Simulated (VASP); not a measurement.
# TiAl3 (I4/mmm) in VASP: a series of runs

One crystal, TiAl3, is run at these levels: PBE; tasks: single point.

Program: VASP 6.6.1. These are calculated values, not measurements. Logs are shortened: lines on timing, memory, paths and dates and some standing lists are left out, and cuts for length are marked.

## 1. The crystal as given

It takes space group I4/mmm (No. 139, tetragonal). The conventional cell has a = 3.822 Å, b = 3.822 Å, c = 8.561 Å, α = 90.00°, β = 90.00°, γ = 90.00°. Around Ti (site symmetry 4/mmm) lie 12 Al at 2.70 to 2.87 Å. Al (site symmetry 4/mmm) is surrounded by 4 Ti at 2.70 Å and 8 Al at 2.87 Å. Al (site symmetry -4m2) is surrounded by 8 Al at 2.70 to 2.87 Å and 4 Ti at 2.87 Å.

The cell comes from a database or a generator and needn't be the stable form of this composition.

## 2. Single point, PBE

Input file INCAR:

```
PREC     = Accurate       # precision mode
ENCUT    = 520            # plane-wave cutoff, eV
EDIFF    = 1E-6           # SCF threshold, eV
ISMEAR   = 0              # smearing method
SIGMA    = 0.1            # smearing width, eV
LREAL    = False          # projectors in reciprocal space
LASPH    = True           # aspherical terms in the spheres
NELM     = 100            # most SCF steps
ALGO     = Fast           # electronic algorithm
ISIF     = 2              # what is computed and relaxed
LWAVE    = False          # write WAVECAR
LCHARG   = False          # write CHGCAR
GGA      = PE             # functional
NBANDS   = 18             # bands
```

Input file KPOINTS:

```
Automatic mesh
0
Gamma
  6 6 6
```

Input file POSCAR:

```
TiAl3
1.0
   -1.9111070000      1.9111070000      4.2806690000
    1.9111070000     -1.9111070000      4.2806690000
    1.9111070000      1.9111070000     -4.2806690000
Ti Al
1 3
Direct
    0.0000000000      0.0000000000      0.0000000000
    0.5000000000      0.5000000000      0.0000000000
    0.7500000000      0.2500000000      0.5000000000
    0.2500000000      0.7500000000      0.5000000000
```

Potentials or basis: VASP PAW PBE potentials, release 64 (Ti_sv, Al).

The run is started by

```bash
$ cat potpaw_PBE.64/Ti_sv/POTCAR potpaw_PBE.64/Al/POTCAR > POTCAR
$ mpirun -np 1 vasp_std > vasp.out
```

OUTCAR:

```text
PREC = Accurate
   ENCUT = 520
   EDIFF = 1E-6
   ISMEAR = 0
   LREAL = False
   LASPH = True
   NELM = 100
   ISIF = 2
   GGA = PE

 ion  position               nearest neighbor table
   1  0.000  0.000  0.000-   2 2.70   2 2.70   2 2.70   2 2.70   4 2.87   3 2.87   4 2.87   4 2.87
                             3 2.87   3 2.87   4 2.87   3 2.87
   2  0.500  0.500  0.000-   1 2.70   1 2.70   1 2.70   1 2.70   4 2.87   3 2.87   4 2.87   3 2.87
                             4 2.87   4 2.87   3 2.87   3 2.87
   3  0.750  0.250  0.500-   4 2.70   4 2.70   4 2.70   4 2.70   2 2.87   1 2.87   2 2.87   1 2.87
                             2 2.87   2 2.87   1 2.87   1 2.87
   4  0.250  0.750  0.500-   3 2.70   3 2.70   3 2.70   3 2.70   2 2.87   1 2.87   2 2.87   2 2.87
                             1 2.87   1 2.87   2 2.87   1 2.87

  LATTYP: Found a body centered tetragonal cell.
 ALAT       =     3.8222140000
 C/A-ratio  =     2.2398897602

  Lattice vectors:

 A1 = (  -1.9111070000,   1.9111070000,   4.2806690000)
 A2 = (   1.9111070000,  -1.9111070000,   4.2806690000)
 A3 = (   1.9111070000,   1.9111070000,  -4.2806690000)

Analysis of symmetry for initial positions (statically):
=====================================================================
 Subroutine PRICEL returns:
 Original cell was already a primitive cell.

 Routine SETGRP: Setting up the symmetry group for a
 body centered tetragonal supercell.

 Subroutine GETGRP returns: Found 16 space group operations
 (whereof 16 operations were pure point group operations)
 out of a pool of 16 trial point group operations.

The static configuration has the point symmetry D_4h.

Analysis of symmetry for dynamics (positions and initial velocities):
=====================================================================
 Subroutine PRICEL returns:
 Original cell was already a primitive cell.

 Routine SETGRP: Setting up the symmetry group for a
 body centered tetragonal supercell.

 Subroutine GETGRP returns: Found 16 space group operations
 (whereof 16 operations were pure point group operations)
 out of a pool of 16 trial point group operations.

The dynamic configuration has the point symmetry D_4h.

 Subroutine INISYM returns: Found 16 space group operations
 (whereof 16 operations are pure point group operations),
 and found     1 'primitive' translations

[... 100 lines left out ...]
   EDIFFG = 0.1E-04   stopping-criterion for IOM
   NSW    =      0    number of steps for IOM
   IBRION =     -1    ionic relax: 0-MD 1-quasi-New 2-CG
   NFREE  =      0    steps in history (QN), initial steepest desc. (CG)
   ISIF   =      2    stress and relaxation
   ISYM   =      2    0-nonsym 1-usesym 2-fastsym
   POTIM  = 0.5000    time-step for ionic-motion
   TEBEG  =    0.0;   TEEND  =   0.0 temperature during run
   PSTRESS=    0.0 pullay stress
   NELECT =      21.0000    total number of electrons
   NUPDOWN=      -1.0000    fix difference up-down
   EMIN   =  10.00;   EMAX   =-10.00  energy-range for DOS
   EFERMI =   0.00;   METHOD = LEGACY
   ISMEAR =     0;   SIGMA  =   0.10  broadening in eV -4-tet -1-fermi 0-gaus
   EFERMI_NEDOS =   21; number of points for ismear=-14 and -15
   IALGO  =     68    algorithm
   IMIX   =      4    mixing-type and parameters
     AMIX     =   0.40;   BMIX     =  1.00
     AMIX_MAG =   1.60;   BMIX_MAG =  1.00
  volume/ion in A,a.u.               =      15.63       105.51
  Fermi-wavevector in a.u.,A,eV,Ry     =   1.137891  2.150302 17.616772  1.294796
  Thomas-Fermi vector in A             =   2.274596
   LORBIT       =      0    0 simple, 1 ext, 2 COOP (PROOUT), +10 PAW based schemes
   GGA     = PE    functional components
   LHFCALC =     F    Hartree Fock is set to
   AEXX    =    0.0000 exact exchange contribution
   IVDW    =     0    specifies the selected vdW correction
   LEPSILON=     F    determine dielectric tensor
   LRPA    =     F    only Hartree local field effects (RPA)
 non-spin polarized calculation
 RMM-DIIS sequential band-by-band and
 Gauss-broadening in eV      SIGMA  =   0.10
  energy-cutoff  :      520.00
  volume of cell :       62.54
 maximum number of plane-waves:      1697
 NGX is ok and might be reduce to    40
   NGX = 19   NGY = 19   NGZ = 19

 number of electron      20.9999999 magnetization

 Free energy of the ion-electron system (eV)
  ---------------------------------------------------
  ext. energy  EPLUGINS =         0.00000000
  ---------------------------------------------------
  free energy    TOTEN  =       -20.66236337 eV

  energy without entropy =      -20.65583871  energy(sigma->0) =      -20.65910104

 E-fermi :   8.3743     XC(G=0): -10.7945

 val. band max:        8.3563926742   @ k =   0.3333   0.0000  -0.0000
 cond. band min:       8.4227767040   @ k =  -0.3333  -0.3333   0.1667
 fundamental gap:      0.0663840298
 Fermi energy:         8.3743360460

 k-point     1 :       0.0000    0.0000    0.0000
  band No.  band energies     occupation
      1     -48.0933      2.00000
      2     -24.4154      2.00000
      3     -24.4154      2.00000
      4     -24.3201      2.00000
      5      -1.7634      2.00000
      6       5.4977      2.00000
[... 481 lines left out ...]
      5      -0.9750      2.00000
      6       2.9144      2.00000
[... 10 lines left out ...]
     17      13.4447      0.00000
     18      13.7446      0.00000

 [... further k-points ...]

------------------------ aborting loop because EDIFF is reached ----------------------------------------

  FORCE on cell =-STRESS in cart. coord.  units (eV):
  Direction    XX          YY          ZZ          XY          YZ          ZX
  --------------------------------------------------------------------------------------
  -------------------------------------------------------------------------------------
  Total        0.7805670      0.7805670      0.8650530      0.0000000      0.0000000      0.0000000
  in kB       19.9976573     19.9976573     22.1621370      0.0000000      0.0000000      0.0000000
  external PRESSURE =      20.7191505 kB  Pullay stress =       0.0000000 kB

 VOLUME and BASIS-vectors are now :
 -----------------------------------------------------------------------------
  energy-cutoff  :      520.00
  volume of cell :       62.54
      direct lattice vectors                 reciprocal lattice vectors
    -1.911107000  1.911107000  4.280669000     0.000000000  0.261628470  0.116804172
     1.911107000 -1.911107000  4.280669000     0.261628470  0.000000000  0.116804172
     1.911107000  1.911107000 -4.280669000     0.261628470  0.261628470  0.000000000

 POSITION                                       TOTAL-FORCE (eV/Angst)
 -----------------------------------------------------------------------------------
      0.00000      0.00000      0.00000         0.000000      0.000000     -0.000000
      0.00000      0.00000      4.28067         0.000000      0.000000     -0.000000
     -0.00000      1.91111      2.14033        -0.000000     -0.000000     -0.000000
      1.91111     -0.00000      2.14033         0.000000      0.000000      0.000000
 -----------------------------------------------------------------------------------
    total drift:                               -0.000000     -0.000000      0.000000

  FREE ENERGIE OF THE ION-ELECTRON SYSTEM (eV)
  ---------------------------------------------------
  free  energy   TOTEN  =       -20.6623633679 eV

  energy  without entropy=      -20.6558387110  energy(sigma->0) =      -20.65910104
```

OSZICAR:

```text
N       E                     dE             d eps       ncg     rms          rms(c)
DAV:   1     0.126004466278E+03    0.12600E+03   -0.91673E+03  1080   0.108E+03
DAV:   2    -0.137938571149E+02   -0.13980E+03   -0.13615E+03  1104   0.289E+02
DAV:   3    -0.224451796323E+02   -0.86513E+01   -0.84721E+01  1736   0.665E+01
[... 23 lines left out ...]
RMM:  27    -0.206623592516E+02   -0.13275E-05   -0.19106E-05  1430   0.202E-02    0.817E-03
RMM:  28    -0.206623606527E+02   -0.14011E-05   -0.14598E-05  1058   0.115E-02    0.997E-03
RMM:  29    -0.206623616475E+02   -0.99475E-06   -0.11021E-05  1040   0.833E-03    0.857E-03
RMM:  30    -0.206623626015E+02   -0.95401E-06   -0.10921E-05   986   0.830E-03    0.390E-03
RMM:  31    -0.206623633679E+02   -0.76639E-06   -0.83591E-06   982   0.906E-03
   1 F= -.20662363E+02 E0= -.20659101E+02  d E =-.652466E-02
```

Run time: 89 s. Hardware: 1 thread of Intel Xeon 6975P-C (Granite Rapids), shared host; peak memory 0.25 GiB.

What came out:

* Free energy: -20.6624 eV
* Pressure: 2.1 GPa
* Band gap on the k mesh: none (metal or under the smearing width)

Stress tensor (GPa, compression positive):
```
2.00 0.00 0.00
0.00 2.00 0.00
0.00 0.00 2.22
```

Levels at points of the mesh, in eV from the Fermi level:
| k point | band 8 | band 9 | band 10 | band 11 | band 12 | band 13 | band 14 | band 15 |
| --- | --- | --- | --- | --- | --- | --- | --- | --- |
| (0.00, 0.00, 0.00) | -1.43 | -1.24 | -1.24 | 0.81 | 1.73 | 1.73 | 2.24 | 2.46 |
| (0.50, 0.00, 0.00) | -2.97 | -1.08 | -0.27 | 0.50 | 1.80 | 2.09 | 2.72 | 3.16 |
| (0.50, 0.50, 0.00) | -3.78 | -2.73 | -2.22 | -1.00 | 1.77 | 1.94 | 2.69 | 2.83 |
| (0.50, 0.50, 0.50) | -0.94 | -0.94 | -0.24 | 0.70 | 0.70 | 0.93 | 3.07 | 4.76 |

Caveat: the k mesh is coarse (spacing up to 0.39 Å⁻¹), so the values aren't converged.

## 3. Single point, PBE

This run uses another cell than the first one, of 15.94 Å³/atom, 1.019 times its volume.

Input file INCAR:

```
  ALGO = Fast
  EDIFF = 1E-6
  ENCUT = 520
  GGA = PE
  ISIF = 2
  ISMEAR = 0
  LASPH = True
  LCHARG = False
  LREAL = False
  LWAVE = False
  NBANDS = 18
  NELM = 100
  PREC = Accurate
  SIGMA = 0.1
```

Input file KPOINTS:

```
k-points
0
Gamma
  18 18 18
```

Input file POSCAR:

```
TiAl3
1.0
   -1.9227338864      1.9227338864      4.3111772310
    1.9227338864     -1.9227338864      4.3111772310
    1.9227338864      1.9227338864     -4.3111772310
Ti Al
1 3
Direct
    0.0000000000      0.0000000000      0.0000000000
    0.5000000000      0.5000000000      0.0000000000
    0.7500000000      0.2500000000      0.5000000000
    0.2500000000      0.7500000000      0.5000000000
```

Potentials or basis: VASP PAW PBE potentials, release 64 (Ti_sv, Al).

The run is started by

```bash
$ cat potpaw_PBE.64/Ti_sv/POTCAR potpaw_PBE.64/Al/POTCAR > POTCAR
$ mpirun -np 1 vasp_std > vasp.out
```

Run time: 13 min. Hardware: 1 thread of Intel Xeon 6975P-C (Granite Rapids), shared host; peak memory 0.65 GiB.

The run converged. Its results:

```
Free energy            : -20.6655 eV
Pressure               : -0.1 GPa
Band gap on the k mesh : none (metal or under the smearing width)
```

Levels at points of the mesh, in eV from the Fermi level:
| k point | band 8 | band 9 | band 10 | band 11 | band 12 | band 13 | band 14 | band 15 |
| --- | --- | --- | --- | --- | --- | --- | --- | --- |
| (0.00, 0.00, 0.00) | -1.37 | -1.21 | -1.21 | 0.82 | 1.71 | 1.71 | 2.24 | 2.35 |
| (0.50, 0.00, 0.00) | -2.97 | -1.05 | -0.25 | 0.50 | 1.78 | 2.06 | 2.67 | 3.14 |
| (0.50, 0.50, 0.00) | -3.73 | -2.70 | -2.20 | -0.97 | 1.73 | 1.91 | 2.66 | 2.78 |
| (0.50, 0.50, 0.50) | -0.93 | -0.93 | -0.23 | 0.70 | 0.70 | 0.93 | 3.04 | 4.61 |
